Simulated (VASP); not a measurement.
Wanted: the native input for a VASP 6.6.1 run.

```
Task                   : single point
Functional             : PBE
Potentials or basis    : VASP PAW PBE potentials, release 64 (Ba_sv, Te)
Cutoff                 : 520 eV
k mesh                 : 6 × 6 × 6
Occupations            : fermi-dirac, width 0.02 eV
Spin                   : no spin polarisation
Dipole correction      : no
Further INCAR settings : ALGO = Normal; EDIFF = 1e-07; NBANDS = 15
```

The structure of BaTe lies in POSCAR:

```
BaTe
1.0
    0.2079538831      3.5792638779      3.5792638779
    3.5792638779      0.2079538831      3.5792638779
    3.5792638779      3.5792638779      0.2079538831
Ba Te
1 1
Direct
    0.0000000000      0.0000000000      0.0000000000
    0.5000000000      0.5000000000      0.5000000000
```

The cell was built by a generator and needn't be a form met in nature.

The cell isn't the ideal one: epitaxial_111 strain -4.6%.

One way to write it, as run:

INCAR

```
SYSTEM = BaTe
PREC     = Accurate       ! precision mode
ENCUT    = 520            ! plane-wave cutoff, eV
EDIFF    = 1E-7           ! SCF threshold, eV
ISMEAR   = -1             ! smearing method
SIGMA    = 0.02           ! smearing width, eV
LREAL    = .False.        ! projectors in reciprocal space
LASPH    = .True.         ! aspherical terms in the spheres
NELM     = 100            ! most SCF steps
ALGO     = Normal         ! electronic algorithm
ISIF     = 2              ! what is computed and relaxed
LWAVE    = .False.        ! write WAVECAR
LCHARG   = .False.        ! write CHGCAR
GGA      = PE             ! functional
NBANDS   = 15             ! bands
```

KPOINTS

```
Automatic mesh
0
Gamma
  6 6 6
  0 0 0
```

Potentials or basis: VASP PAW PBE potentials, release 64 (Ba_sv, Te).

Command:

```bash
$ cat potpaw_PBE.64/Ba_sv/POTCAR potpaw_PBE.64/Te/POTCAR > POTCAR
$ mpirun -np 1 vasp_std > vasp.out
```

It gave:

```yaml
Pressure: 1.9 GPa
Band_gap_on_the_k_mesh: 1.32 eV, indirect (least direct gap 1.70 eV)
```

Caveat: spin-orbit coupling is left out, which moves the levels of the heavy elements.

It took 50 s on 1 thread of Intel(R) Xeon(R) Platinum 8488C (Sapphire Rapids) (shared host), peak memory 0.25 GiB.
